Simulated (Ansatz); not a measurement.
# TaN: one crystal by all-electron and frozen-core methods

Does the method matter for TaN? The same cell, functional and mesh are run with full-potential LAPW, PAW on the default files and all-electron PAW on datasets made for the crystal.

Program: Ansatz 0.2.0. Level of theory: DFT PBE, scalar-relativistic. These are calculated values, not measurements.

## 1. The starting structure

The structure is hexagonal, space group P6_3/mmc (No. 194). The conventional cell has a = 3.048 Å, b = 3.048 Å, c = 4.918 Å, α = 90.00°, β = 90.00°, γ = 120.00°. Ta (site symmetry -3m) is surrounded by 6 N at 2.15 Å and 2 Ta at 2.46 Å. N (site symmetry -6m2) has 6 Ta at 2.15 Å as nearest neighbours.

As a file:

```xyz
4
Lattice="3.0480 0.0000 0.0000 -1.5240 2.6396 0.0000 0.0000 0.0000 4.9180" Properties=species:S:1:pos:R:3 pbc="T T T"
Ta    0.0000    0.0000    0.0000
Ta    0.0000    0.0000    2.4590
N     0.0000    1.7598    1.2295
N     1.5240    0.8799    3.6885
```

The cell comes from a crystallographic database entry that wasn't checked; take it as a given geometry, which may be far from equilibrium.

Atoms are numbered in the order of the input: Ta1, Ta2, N3, N4.

## 2. Full-potential LAPW

Contents of input.yaml:

```yaml
crystal:
  lattice:
    - [3.0480019786, 0.0, 0.0]
    - [-1.5240009893, 2.6396471442, 0.0]
    - [0.0, 0.0, 4.918]
  atoms:
    - { symbol: Ta, position: [0.0, 0.0, 0.0] }
    - { symbol: Ta, position: [0.0, 0.0, 0.5] }
    - { symbol: "N", position: [0.3333333333, 0.6666666667, 0.25] }
    - { symbol: "N", position: [0.6666666667, 0.3333333333, 0.75] }
kpoints:
  mp_grid: { grid: [9, 9, 5] }
  band_path:
    path:
      - [0.0, 0.0, 0.0]
      - [0.5, 0.0, 0.0]
      - [0.3333333333, 0.3333333333, 0.0]
      - [0.0, 0.0, 0.0]
      - [0.0, 0.0, 0.5]
      - [0.5, 0.0, 0.5]
      - [0.3333333333, 0.3333333333, 0.5]
      - [0.0, 0.0, 0.5]
      - [0.5, 0.0, 0.5]
    npoints: 14
scf:
  occupations: { method: fermi_dirac, width: 0.01 }
hamiltonian:
  xc: pbe
  pseudopotentials: { kind: all_electron, lapw: { basis_error: 0.0005 } }
output:
  forces: true
  stress: true
  eigenvalues: true
  fatbands: true
  populations: true
  dos: { projected: true, de: 0.2, e_range: [-14, 8] }
```

Run with:

```bash
$ ansatz run input.yaml --threads 1 --pin off --max-ram 4096MiB --backend cpu --events-out ev --progress --plain --runs-dir out
```

What it wrote:

```text
Ta: projections on atomic orbitals take those of the free atom 1s2 2s2 2p6 3s2 3p6 3d10 4s2 4p6 4d10 4f14 5s2 5p6 5d3 6s2, of charge +0.00 (hamiltonian.pseudopotentials.projection_atoms)
N: projections on atomic orbitals take those of the free atom 1s2 2s2 2p3, of charge +0.00 (hamiltonian.pseudopotentials.projection_atoms)
LAPW: plane waves up to 10.488 Å⁻¹, error target 5.0e-4 eV per atom; small_component_spin mean_spin; N in spheres of 0.917 Å, 7 of its electrons in bands, Dirac shells []; Ta in spheres of 1.229 Å, 45 of its electrons in bands, Dirac shells []
Engine: ansatz 0.2.0
Pseudopotentials: kind: all_electron
Pseudopotential: Ta, LAPW, valence charge 45, Koelling and Harmon's equation, gaussian nucleus
Pseudopotential: N, LAPW, valence charge 7, Koelling and Harmon's equation, gaussian nucleus
Functional definition: PBE
  parameter kappa = 0.804
  parameter beta = 0.06672455060314922
  exchange = pbe_x(kappa = kappa, mu = beta*pi^2/3)
  correlation = pbe_c(beta = beta)
Crystal: 4 atoms, lattice volume = 39.569 Å³
Basis set: ecut = 419.12625212691177 eV, 773 PW (Γ), exchange–correlation at level 2
Bands: 63, of which v1, the nominal top of the filled ones, is band 52 counted from 1 (51 counted from 0)
Symmetry: 24 space group operations
Space group: P63/mmc (ITA 194), of the structure as read, at distance tolerance 3.4e-5 Å
k-points: 36 of 405
Non-local potential: Ta, projectors of the file, none
Non-local potential: N, projectors of the file, none
Initial density: superposition of atomic densities (chi_scale 0.1, normalization cell, long waves kept (reshape's long-wave potential 0.00 eV rms))
Initial wavefunctions: plane waves of lowest kinetic energy (no species holds an atomic orbital)
Functional: x = pbe(κ = 0.804, μ = 0.2195149727645171), c = pbe(β = 0.06672455060314922)
iter 1 solved again at ethr=7.22e-3 eV; its pass at ethr=1.00e-1 eV (dr2=7.51e0 eV) is discarded
SCF iter   1: F=—  HF=-852122.697549 eV  |F-HF|=—  |Δ(HF+E_count)|=         —  Δρ=1.30e-1  dr2=7.51e0  ethr=7.22e-3  ⟨swp⟩=2.0  Hψ=14324  notcnv=0
preconditioner: auto → Kerker (q_TF=auto, 3.205 Å⁻¹)  [metal: Δε(μ)=0.012 eV  Ē_g=24.225 eV  σ=0.010 eV  W_gap=0.30  n_scr=22 (ndim 8)  ℏωp=45.7 eV  f_vac=0.000  D(μ)=6.13/eV (n_scr^D=98)]
iter 2 solved again at ethr=5.27e-4 eV; its pass at ethr=7.22e-3 eV (dr2=5.48e-1 eV) is discarded
SCF iter   2: F=—  HF=-852119.613828 eV  |F-HF|=—  |Δ(HF+E_count)|=    3.08e0  Δρ=3.57e-2  dr2=5.48e-1  ethr=5.27e-4  ⟨swp⟩=2.0  Hψ=11464  notcnv=0
SCF iter   3: F=—  HF=-852119.551723 eV  |F-HF|=—  |Δ(HF+E_count)|=         —  Δρ=3.46e-2  dr2=5.74e-1  ethr=5.27e-4  ⟨swp⟩=2.0  Hψ=7090  notcnv=0
the basis was enlarged: its passes take 1.9 MiB over the memory plan, 1 of 1 planned eigensolver slots
SCF iter   4: F=—  HF=-852119.584829 eV  |F-HF|=—  |Δ(HF+E_count)|=   3.31e-2  Δρ=1.63e-2  dr2=1.30e-1  ethr=5.27e-4  ⟨swp⟩=2.0  Hψ=6705  notcnv=0
SCF iter   5: F=—  HF=-852119.454145 eV  |F-HF|=—  |Δ(HF+E_count)|=   1.31e-1  Δρ=4.29e-3  dr2=5.68e-3  ethr=1.25e-4  ⟨swp⟩=2.0  Hψ=7165  notcnv=0
SCF iter   6: F=—  HF=-852119.453532 eV  |F-HF|=—  |Δ(HF+E_count)|=   6.13e-4  Δρ=1.29e-3  dr2=4.14e-4  ethr=5.46e-6  ⟨swp⟩=2.0  Hψ=7164  notcnv=0
SCF iter   7: F=—  HF=-852119.453659 eV  |F-HF|=—  |Δ(HF+E_count)|=   1.27e-4  Δρ=4.84e-4  dr2=7.45e-5  ethr=3.98e-7  ⟨swp⟩=2.6  Hψ=6822  notcnv=0
SCF iter   8: F=—  HF=-852119.453688 eV  |F-HF|=—  |Δ(HF+E_count)|=   2.87e-5  Δρ=1.23e-4  dr2=5.37e-6  ethr=7.17e-8  ⟨swp⟩=3.0  Hψ=6905  notcnv=0
SCF iter   9: F=—  HF=-852119.453690 eV  |F-HF|=—  |Δ(HF+E_count)|=   2.21e-6  Δρ=5.28e-5  dr2=1.52e-6  ethr=5.16e-9  ⟨swp⟩=3.0  Hψ=7041  notcnv=0
SCF iter  10: F=-852119.453690 eV  HF=-852119.453690 eV  |F-HF|=1.96e-8  |Δ(HF+E_count)|=   4.51e-7  Δρ=1.40e-5  dr2=9.31e-8  ethr=1.46e-9  ⟨swp⟩=2.0  Hψ=6774  notcnv=0
SCF 1 converged in 10 iterations: F = -852119.453690 eV  dr2 = 9.31e-8
NSCF: frozen V_eff on 113 k-points
SCF converged after 10 iterations
Free energy (F): -852119.453690 eV
Harris-Foulkes:  -852119.453690 eV  (|F-HF|=1.96e-8)
Internal energy: -852119.451941 eV  (E = F + TS)
E sigma→0 (E₀):  -852119.452815 eV
Entropy (-TS):   -0.001749 eV (-0.437 meV/atom)
Fermi energy:    28.607855 eV
--- Per-component energies (eV) ---
  E_band       = -11212.032658
  E_kinetic    = 950885.575881
  E_xc         = -17632.569441
  E_electrostatic = -1785372.458381  (all electrons and nuclei)
  E_smearing   = -0.001749  (= −TS)
  E_closure    = 0.000000  (closes the sum)
  E_atoms      = -852082.224143  (free atoms, spherical and without spin; not in F)
  Σ components = -852119.453690   (vs F -852119.453690, Δ=0.00e0)
  Basis errors (estimates in eV, not in F): energy 1.5e-4 per atom: plane waves 1.3e-4 (7.1e-5 summed), levels above the bands 0.0e0, relativity 3.0e-8, radial functions 1.9e-5, core shells 1.6e-11; eigenvalues (radial functions only) 1.2e-6; not estimated: angular momenta, meshes, grids; target (lapw.basis_error) 5.0e-4; muffin-tin radii N 0.917 Å, Ta 1.229 Å
--- Forces (eV/Å), atoms counted from 1 ---
  atom   1  Ta     0.00000000     0.00000000     0.00000000
  atom   2  Ta    -0.00000000     0.00000000    -0.00000000
  atom   3  N      0.00000000     0.00000000     0.00000000
  atom   4  N      0.00000000     0.00000000     0.00000000
  max |Σ_I F_I| component: 2.31e-18 eV/Å
--- Stress (GPa, compression-positive) ---
       30.995559      -0.000000       0.000000
       -0.000000      30.995559       0.000000
        0.000000       0.000000     115.496785
  P = ⅓ Tr σ = 59.1626 GPa (591.626 kbar)
--- Band table (eV; the first three rows and the last of 36) ---
  k-point 0: bands = ["-506.8232", "-506.8232", "-367.3561", "-367.3561", "-367.3561", "-367.3561", "-367.3115", "-367.3115", "-349.5654", "-349.5654", "-188.9193", "-188.9193", "-188.9193", "-188.9193", "-188.8885", "-188.8885", "-188.8885", "-188.8885", "-188.8563", "-188.8561", "-40.3117", "-40.0083", "-8.5732", "-6.7307", "-6.7307", "-6.3553", "-6.3553", "-5.5448", "8.0120", "8.1214", "8.1237", "8.1237", "8.1411", "8.1599", "8.1599", "8.1953", "8.1955", "8.1955", "8.1981", "8.2836", "8.2836", "8.3060", "9.6543", "13.1253", "18.4998", "20.7408", "20.7408", "23.3641", "25.0065", "25.0065", "25.0201", "26.7755", "26.7755", "27.9956", "27.9956", "31.4262", "32.9622", "33.6700", "33.6700", "35.2698", "36.1280", "36.1280", "41.7458"]
  k-point 1: bands = ["-506.8232", "-506.8232", "-367.3561", "-367.3561", "-367.3561", "-367.3561", "-367.3115", "-367.3115", "-349.5654", "-349.5654", "-188.9193", "-188.9193", "-188.9193", "-188.9193", "-188.8885", "-188.8885", "-188.8885", "-188.8885", "-188.8563", "-188.8561", "-40.2835", "-40.0380", "-8.3224", "-6.6959", "-6.6959", "-6.3922", "-6.3922", "-5.8839", "8.0269", "8.1139", "8.1314", "8.1314", "8.1474", "8.1694", "8.1694", "8.1890", "8.1890", "8.1956", "8.1978", "8.2697", "8.2697", "8.2800", "9.9445", "12.6652", "19.1056", "20.9981", "20.9981", "23.2303", "24.1788", "24.1788", "25.3033", "27.1119", "27.1119", "28.7973", "28.7973", "32.0741", "32.5788", "32.8865", "32.8865", "34.5706", "35.5267", "35.5267", "41.1068"]
  k-point 2: bands = ["-506.8232", "-506.8232", "-367.3561", "-367.3561", "-367.3561", "-367.3561", "-367.3115", "-367.3115", "-349.5654", "-349.5654", "-188.9193", "-188.9193", "-188.9193", "-188.9193", "-188.8885", "-188.8885", "-188.8885", "-188.8885", "-188.8562", "-188.8562", "-40.2088", "-40.1150", "-7.6349", "-6.7103", "-6.6037", "-6.6037", "-6.4878", "-6.4878", "8.0623", "8.0946", "8.1502", "8.1502", "8.1714", "8.1720", "8.1720", "8.1963", "8.1967", "8.1967", "8.1971", "8.2218", "8.2352", "8.2352", "10.6990", "11.6951", "20.4845", "21.7349", "21.7349", "22.0543", "22.8565", "22.8565", "27.2358", "28.0503", "28.0503", "29.1374", "29.1374", "30.2071", "32.6092", "32.6092", "33.3764", "34.0596", "34.0596", "34.1663", "39.1652"]
  k-point 35: bands = ["-506.8232", "-506.8232", "-367.3561", "-367.3561", "-367.3561", "-367.3561", "-367.3115", "-367.3115", "-349.5654", "-349.5654", "-188.9193", "-188.9193", "-188.9193", "-188.9193", "-188.8885", "-188.8885", "-188.8885", "-188.8885", "-188.8562", "-188.8562", "-40.1503", "-40.0584", "-7.4100", "-7.1935", "-7.1935", "-7.0307", "-7.0307", "-6.5318", "8.1230", "8.1230", "8.1428", "8.1459", "8.1630", "8.1734", "8.1798", "8.1798", "8.1812", "8.1812", "8.1994", "8.2185", "8.2185", "8.2465", "12.0232", "12.0232", "20.2541", "20.2541", "21.7842", "21.7842", "21.7965", "23.1440", "28.2800", "28.2800", "28.8025", "31.0620", "31.0620", "31.1585", "33.7101", "33.7101", "36.8869", "36.8869", "38.6490", "39.5505", "40.1823"]
--- Löwdin populations: 4 sites ---
  site symbol       q [e]
     0     Ta     72.2702
     1     Ta     72.2702
     2      N      7.6642
     3      N      7.6642
  spilling = 0.000821 (of n_electrons = 160.000000)
```

Run time: 93 s. Hardware: 1 thread of Intel Xeon Platinum 8488C (Sapphire Rapids), shared host; peak memory 0.62 GiB.

In short: pressure 59.16 GPa; no gap.

At the corners of the path (eV, zero at the Fermi level):

```tsv
point	band 49	band 50	band 51	band 52	band 53	band 54	band 55
Γ	-3.60	-3.60	-3.59	-1.83	-1.83	-0.61	-0.61
M	-5.14	-5.13	-4.34	0.24	1.54	2.41	3.87
K	-6.62	-4.09	-1.83	0.36	0.36	2.08	2.08
Γ	-3.60	-3.60	-3.59	-1.83	-1.83	-0.61	-0.61
A	-6.35	-6.35	0.04	0.04	0.04	0.04	0.06
L	-6.05	-6.05	-1.52	-1.52	3.00	3.00	3.31
H	-6.11	-6.11	-0.41	-0.41	1.32	1.32	2.54
A	-6.35	-6.35	0.04	0.04	0.04	0.04	0.06
L	-6.05	-6.05	-1.52	-1.52	3.00	3.00	3.31
```

States per cell in windows of 1 eV (zero at the Fermi level; grid of 0.20 eV, so sharp peaks spill over the borders):

```tsv
from	to	total	Ta 5d	N 2p
-10	-9	0.63	0.23	0.31
-9	-8	2.58	0.86	1.43
-8	-7	2.38	0.90	1.36
-7	-6	2.45	0.76	1.55
-6	-5	3.06	0.75	2.12
-5	-4	1.03	0.26	0.71
-4	-3	0.64	0.45	0.18
-3	-2	0.71	0.56	0.13
-2	-1	0.64	0.53	0.08
-1	0	1.64	1.31	0.24
0	1	2.27	1.81	0.36
1	2	1.68	1.34	0.26
2	3	1.90	1.57	0.23
3	4	1.59	1.20	0.12
4	5	2.42	1.58	0.23
```

[end of part 1 of 2]
